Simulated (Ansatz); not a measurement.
# ZrN (Fm-3m) in Ansatz: a series of runs

Runs on ZrN. Level: LDA. Tasks: single point, equation of state.

All numbers are computed with Ansatz 0.2.0; they aren't measurements. Logs are shortened: lines on timing, memory, paths and dates and some standing lists are left out, and cuts for length are marked.

### Step 1. Starting point

It takes space group Fm-3m (No. 225, cubic). The conventional cell has a = 4.600 Å, b = 4.600 Å, c = 4.600 Å, α = 90.00°, β = 90.00°, γ = 90.00°. Zr (site symmetry m-3m) has 6 N at 2.30 Å as nearest neighbours. Around N (site symmetry m-3m) lie 6 Zr at 2.30 Å.

### Step 2. Single point, LDA, 11.44 Å³/atom (volume scaled by 0.94)

Contents of input.yaml:

```yaml
crystal:
  lattice:
    - [0.0, 2.25304805, 2.25304805]
    - [2.25304805, 0.0, 2.25304805]
    - [2.25304805, 2.25304805, 0.0]
  atoms:
    - { symbol: Zr, position: [0.5, 0.5, 0.5] }
    - { symbol: "N", position: [0.0, 0.0, 0.0] }
kpoints:
  mp_grid: { grid: [10, 10, 10] }
scf:
  occupations: { method: fermi_dirac, width: 0.05 }
hamiltonian:
  xc: lda
  pseudopotentials: { kind: all_electron, lapw: { basis_error: 0.001 } }
output:
  forces: true
  stress: true
  eigenvalues: true
```

Potentials or basis: all-electron LAPW, scalar-relativistic.

On the command line:

```sh
ansatz run input.yaml --threads 1 --pin off --max-ram 3072MiB --backend cpu --events-out ev --progress --plain --runs-dir out
```

The program printed:

```text
Warning: RAYON_NUM_THREADS=1 ignored (pool sized by the plan → 1); use --threads N
LAPW: plane waves up to 8.742 Å⁻¹, error target 1.0e-3 eV per atom; small_component_spin mean_spin; N in spheres of 1.037 Å, 7 of its electrons in bands, Dirac shells []; Zr in spheres of 1.216 Å, 30 of its electrons in bands, Dirac shells [] (how accurate: hamiltonian.pseudopotentials.lapw.basis_error, Limitations)
Engine: ansatz 0.2.0, x86_64-unknown-linux-gnu
Pseudopotentials: kind: all_electron
Pseudopotential: Zr, LAPW, valence charge 30, lapw/all_electron/scalar/gaussian/Zr, Koelling and Harmon's equation, gaussian nucleus
Pseudopotential: N, LAPW, valence charge 7, lapw/all_electron/scalar/gaussian/N, Koelling and Harmon's equation, gaussian nucleus
Functional definition: SPW92
  exchange = slater_x
  correlation = pw_c
Crystal: 2 atoms, lattice volume = 22.874 Å³
Basis set: ecut = 291.14607702194746 eV, 259 PW (Γ), exchange–correlation at level 2
Bands: 23, of which v1, the nominal top of the filled ones, is band 19 counted from 1 (18 counted from 0)
Symmetry: 48 space group operations
Space group: Fm-3m (ITA 225), of the structure as read, at distance tolerance 2.8e-5 Å
k-points: 47 of 1000
Non-local potential: Zr, projectors of the file, none
Non-local potential: N, projectors of the file, none
Initial density: superposition of atomic densities (chi_scale 0.1, normalization cell, long waves kept (reshape's long-wave potential 0.00 eV rms))
Initial wavefunctions: plane waves of lowest kinetic energy (no species holds an atomic orbital)
Functional: x = slater, c = lda
iter 1 solved again at ethr=1.17e-2 eV; its pass at ethr=1.00e-1 eV (dr2=4.32e0 eV) is discarded
SCF iter   1: F=—  HF=-99306.962332 eV  |F-HF|=—  |Δ(HF+E_count)|=         —  Δρ=1.21e-1  dr2=4.32e0  ethr=1.17e-2  ⟨swp⟩=2.0  Hψ=7230  notcnv=0
preconditioner: auto → Kerker (q_TF=auto, 2.956 Å⁻¹)  [metal: Δε(μ)=0.099 eV  Ē_g=19.713 eV  σ=0.050 eV  W_gap=0.39  n_scr=14 (ndim 8)  ℏωp=30.1 eV  f_vac=0.000  D(μ)=0.42/eV (n_scr^D=0)]
iter 2 solved again at ethr=1.47e-4 eV; its pass at ethr=1.17e-2 eV (dr2=5.42e-2 eV) is discarded
SCF iter   2: F=—  HF=-99305.092420 eV  |F-HF|=—  |Δ(HF+E_count)|=    1.87e0  Δρ=1.89e-2  dr2=5.40e-2  ethr=1.47e-4  ⟨swp⟩=2.0  Hψ=5365  notcnv=0
SCF iter   3: F=—  HF=-99304.994387 eV  |F-HF|=—  |Δ(HF+E_count)|=   9.80e-2  Δρ=3.20e-2  dr2=3.36e-1  ethr=1.46e-4  ⟨swp⟩=3.0  Hψ=3596  notcnv=0
SCF iter   4: F=—  HF=-99304.935657 eV  |F-HF|=—  |Δ(HF+E_count)|=   5.87e-2  Δρ=7.65e-3  dr2=8.77e-3  ethr=1.46e-4  ⟨swp⟩=3.0  Hψ=3580  notcnv=0
SCF iter   5: F=—  HF=-99304.924467 eV  |F-HF|=—  |Δ(HF+E_count)|=   1.12e-2  Δρ=1.78e-3  dr2=7.81e-4  ethr=2.37e-5  ⟨swp⟩=2.8  Hψ=3441  notcnv=0
SCF iter   6: F=—  HF=-99304.923568 eV  |F-HF|=—  |Δ(HF+E_count)|=   8.99e-4  Δρ=1.55e-3  dr2=8.33e-4  ethr=2.11e-6  ⟨swp⟩=2.0  Hψ=3241  notcnv=0
SCF iter   7: F=—  HF=-99304.923330 eV  |F-HF|=—  |Δ(HF+E_count)|=   2.38e-4  Δρ=2.74e-4  dr2=2.25e-5  ethr=2.11e-6  ⟨swp⟩=2.0  Hψ=3237  notcnv=0
SCF iter   8: F=—  HF=-99304.923326 eV  |F-HF|=—  |Δ(HF+E_count)|=   3.96e-6  Δρ=7.44e-5  dr2=1.71e-6  ethr=6.08e-8  ⟨swp⟩=2.0  Hψ=3237  notcnv=0
SCF iter   9: F=—  HF=-99304.923325 eV  |F-HF|=—  |Δ(HF+E_count)|=   5.61e-7  Δρ=1.99e-5  dr2=9.91e-8  ethr=4.61e-9  ⟨swp⟩=2.0  Hψ=3237  notcnv=0
SCF iter  10: F=-99304.923325 eV  HF=-99304.923325 eV  |F-HF|=5.68e-9  |Δ(HF+E_count)|=   3.32e-8  Δρ=4.39e-6  dr2=4.57e-9  ethr=2.68e-10  ⟨swp⟩=2.0  Hψ=3237  notcnv=0
SCF 1 converged in 10 iterations: F = -99304.923325 eV  dr2 = 4.57e-9
SCF converged after 10 iterations
Free energy (F): -99304.923325 eV
Harris-Foulkes:  -99304.923325 eV  (|F-HF|=5.68e-9)
Internal energy: -99304.917506 eV  (E = F + TS)
E sigma→0 (E₀):  -99304.920416 eV
Entropy (-TS):   -0.005819 eV (-2.910 meV/atom)
Fermi energy:    20.222749 eV
--- Per-component energies (eV) ---
  E_band       = -4680.763457
  E_kinetic    = 102487.811525
  E_xc         = -3183.546191
  E_electrostatic = -198609.182839  (all electrons and nuclei)
  E_smearing   = -0.005819  (= −TS)
  E_closure    = 0.000000  (closes the sum)
  E_atoms      = -99283.684314  (free atoms, spherical and without spin; not in F)
  Σ components = -99304.923325   (vs F -99304.923325, Δ=0.00e0)
  Basis errors (estimates in eV, not in F): energy 3.5e-4 per atom: plane waves 3.2e-4 (1.8e-4 summed), levels above the bands 5.5e-33, relativity 9.7e-9, radial functions 3.1e-5, core shells 1.5e-13; eigenvalues (radial functions only) 1.3e-6; not estimated: angular momenta, meshes, grids; target (lapw.basis_error) 1.0e-3; muffin-tin radii N 1.037 Å, Zr 1.216 Å
--- Forces (eV/Å), atoms counted from 1 ---
  atom   1  Zr     0.00000000    -0.00000000     0.00000000
  atom   2  N     -0.00000000    -0.00000000    -0.00000000
  max |Σ_I F_I| component: 1.06e-29 eV/Å
--- Stress (GPa, compression-positive) ---
        3.649199       0.000000       0.000000
        0.000000       3.649199      -0.000000
        0.000000      -0.000000       3.649199
  P = ⅓ Tr σ = 3.6492 GPa (36.492 kbar)
--- Band table (eV; the first three rows and the last of 47) ---
  k-point 0: bands = ["-377.5577", "-353.6618", "-291.1517", "-291.1517", "-291.1517", "-148.9691", "-148.9691", "-148.9658", "-148.9658", "-148.9658", "-29.0727", "-6.6823", "-6.6823", "-6.6823", "3.9115", "17.4811", "17.4811", "17.4811", "19.7442", "19.7442", "19.7442", "21.8749", "21.8749"]
  k-point 1: bands = ["-377.5577", "-353.6618", "-291.1517", "-291.1517", "-291.1517", "-148.9691", "-148.9691", "-148.9658", "-148.9658", "-148.9658", "-29.0557", "-6.8358", "-6.6930", "-6.6930", "4.1448", "16.6695", "16.9001", "16.9001", "20.0324", "20.0568", "20.0568", "22.6389", "22.6389"]
  k-point 2: bands = ["-377.5577", "-353.6618", "-291.1517", "-291.1517", "-291.1517", "-148.9691", "-148.9691", "-148.9658", "-148.9658", "-148.9658", "-29.0107", "-7.2158", "-6.7210", "-6.7210", "4.7508", "15.1681", "15.8786", "15.8786", "20.5297", "20.8235", "20.8235", "24.3054", "24.3054"]
  k-point 46: bands = ["-377.5577", "-353.6618", "-291.1517", "-291.1517", "-291.1517", "-148.9691", "-148.9691", "-148.9658", "-148.9658", "-148.9658", "-28.8319", "-7.5770", "-7.3638", "-7.1913", "5.0549", "14.7583", "15.4541", "15.4592", "20.1889", "22.3697", "25.1341", "25.2819", "26.5136"]
```

Run time: 7.5 s. Hardware: 1 thread of AMD EPYC 7R43 (Zen 3), shared host; peak memory 0.33 GiB.

What came out:

```
Free energy            : -99304.9233 eV
Pressure               : 3.6 GPa
Band gap on the k mesh : none (metal or under the smearing width)
```

### Step 3. Single point, LDA, 11.68 Å³/atom (volume scaled by 0.96)

Edit input.yaml of step 2 so:

```diff
@@ -2,5 +2,5 @@
   lattice:
-    - [0.0, 2.25304805, 2.25304805]
-    - [2.25304805, 0.0, 2.25304805]
-    - [2.25304805, 2.25304805, 0.0]
+    - [0.0, 2.2689151084, 2.2689151084]
+    - [2.2689151084, 0.0, 2.2689151084]
+    - [2.2689151084, 2.2689151084, 0.0]
   atoms:
```

Potentials or basis: all-electron LAPW, scalar-relativistic.

On the command line:

```sh
ansatz run input.yaml --threads 1 --pin off --max-ram 3072MiB --backend cpu --events-out ev --progress --plain --runs-dir out
```

It took 7.1 s on 1 thread of AMD EPYC 7R43 (Zen 3), shared host; peak memory 0.34 GiB.

It converged, with:

```yaml
Free_energy: -99304.9251 eV
Pressure: -2.4 GPa
Band_gap_on_the_k_mesh: none (metal or under the smearing width)
```

### Step 4. Single point, LDA, 11.92 Å³/atom (volume scaled by 0.98)

Edit input.yaml of step 3 so:

```diff
@@ -2,5 +2,5 @@
   lattice:
-    - [0.0, 2.2689151084, 2.2689151084]
-    - [2.2689151084, 0.0, 2.2689151084]
-    - [2.2689151084, 2.2689151084, 0.0]
+    - [0.0, 2.2845632933, 2.2845632933]
+    - [2.2845632933, 0.0, 2.2845632933]
+    - [2.2845632933, 2.2845632933, 0.0]
   atoms:
```

On the command line:

```sh
ansatz run input.yaml --threads 1 --pin off --max-ram 3072MiB --backend cpu --events-out ev --progress --plain --runs-dir out
```

Wall time 7.8 s (1 thread of AMD EPYC 7R43 (Zen 3), shared host); peak memory 0.33 GiB.

Results (log left out):

| Property | Result |
| --- | --- |
| Free energy | -99304.9096 eV |
| Pressure | -7.7 GPa |
| Band gap on the k mesh | none (metal or under the smearing width) |

### Step 5. Single point, LDA, 12.17 Å³/atom

Edit input.yaml of step 4 so:

```diff
@@ -2,5 +2,5 @@
   lattice:
-    - [0.0, 2.2845632933, 2.2845632933]
-    - [2.2845632933, 0.0, 2.2845632933]
-    - [2.2845632933, 2.2845632933, 0.0]
+    - [0.0, 2.3, 2.3]
+    - [2.3, 0.0, 2.3]
+    - [2.3, 2.3, 0.0]
   atoms:
```

On the command line:

```sh
ansatz run input.yaml --threads 1 --pin off --max-ram 3072MiB --backend cpu --events-out ev --progress --plain --runs-dir out
```

Run time: 7.7 s. Hardware: 1 thread of AMD EPYC 7R43 (Zen 3), shared host; peak memory 0.33 GiB.

Results (log left out):

```
Free energy            : -99304.8786 eV
Pressure               : -12.6 GPa
Band gap on the k mesh : none (metal or under the smearing width)
```

### Step 6. Single point, LDA, 12.41 Å³/atom (volume scaled by 1.02)

Edit input.yaml of step 5 so:

```diff
@@ -2,5 +2,5 @@
   lattice:
-    - [0.0, 2.3, 2.3]
-    - [2.3, 0.0, 2.3]
-    - [2.3, 2.3, 0.0]
+    - [0.0, 2.315232232, 2.315232232]
+    - [2.315232232, 0.0, 2.315232232]
+    - [2.315232232, 2.315232232, 0.0]
   atoms:
```

Potentials or basis: all-electron LAPW, scalar-relativistic.

On the command line:

```sh
ansatz run input.yaml --threads 1 --pin off --max-ram 3072MiB --backend cpu --events-out ev --progress --plain --runs-dir out
```

Wall time 7.3 s (1 thread of AMD EPYC 7R43 (Zen 3), shared host); peak memory 0.33 GiB.

The run converged. Its results:

```
Free energy            : -99304.8338 eV
Pressure               : -16.9 GPa
Band gap on the k mesh : none (metal or under the smearing width)
```

### Step 7. Single point, LDA, 12.65 Å³/atom (volume scaled by 1.04)

Edit input.yaml of step 6 so:

```diff
@@ -2,5 +2,5 @@
   lattice:
-    - [0.0, 2.315232232, 2.315232232]
-    - [2.315232232, 0.0, 2.315232232]
-    - [2.315232232, 2.315232232, 0.0]
+    - [0.0, 2.3302666288, 2.3302666288]
+    - [2.3302666288, 0.0, 2.3302666288]
+    - [2.3302666288, 2.3302666288, 0.0]
   atoms:
```

On the command line:

```sh
ansatz run input.yaml --threads 1 --pin off --max-ram 3072MiB --backend cpu --events-out ev --progress --plain --runs-dir out
```

Run time: 9.4 s. Hardware: 1 thread of AMD EPYC 7R43 (Zen 3), shared host; peak memory 0.34 GiB.

Results (log left out):

* Free energy: -99304.7766 eV
* Pressure: -20.7 GPa
* Band gap on the k mesh: none (metal or under the smearing width)

### Step 8. Single point, LDA, 12.90 Å³/atom (volume scaled by 1.06)

Edit input.yaml of step 7 so:

```diff
@@ -2,5 +2,5 @@
   lattice:
-    - [0.0, 2.3302666288, 2.3302666288]
-    - [2.3302666288, 0.0, 2.3302666288]
-    - [2.3302666288, 2.3302666288, 0.0]
+    - [0.0, 2.3451094916, 2.3451094916]
+    - [2.3451094916, 0.0, 2.3451094916]
+    - [2.3451094916, 2.3451094916, 0.0]
   atoms:
```

On the command line:

```sh
ansatz run input.yaml --threads 1 --pin off --max-ram 3072MiB --backend cpu --events-out ev --progress --plain --runs-dir out
```

Run time: 8 s. Hardware: 1 thread of AMD EPYC 7R43 (Zen 3), shared host; peak memory 0.33 GiB.

It converged, with:

```yaml
Free_energy: -99304.7084 eV
Pressure: -24.2 GPa
Band_gap_on_the_k_mesh: none (metal or under the smearing width)
```

### Step 9. Equation of state, LDA

Potentials or basis: all-electron LAPW, scalar-relativistic.

This step only gathers the single runs of the series.

Results:

| Item | Value |
| --- | --- |
| Equilibrium volume | 11.58 Å³/atom |
| Bulk modulus | 283 GPa |
| Pressure derivative of the bulk modulus | 4.3 |

Energy against volume, from the lowest point:
| volume (Å³/atom) | energy (meV/atom) |
| --- | --- |
| 11.437 | 0.89 |
| 11.680 | 0.00 |
| 11.924 | 7.75 |
| 12.167 | 23.24 |
| 12.410 | 45.65 |
| 12.654 | 74.24 |
| 12.897 | 108.36 |

LDA usually gives volumes a few per cent too small. Zero-point motion and thermal expansion aren't in these numbers.
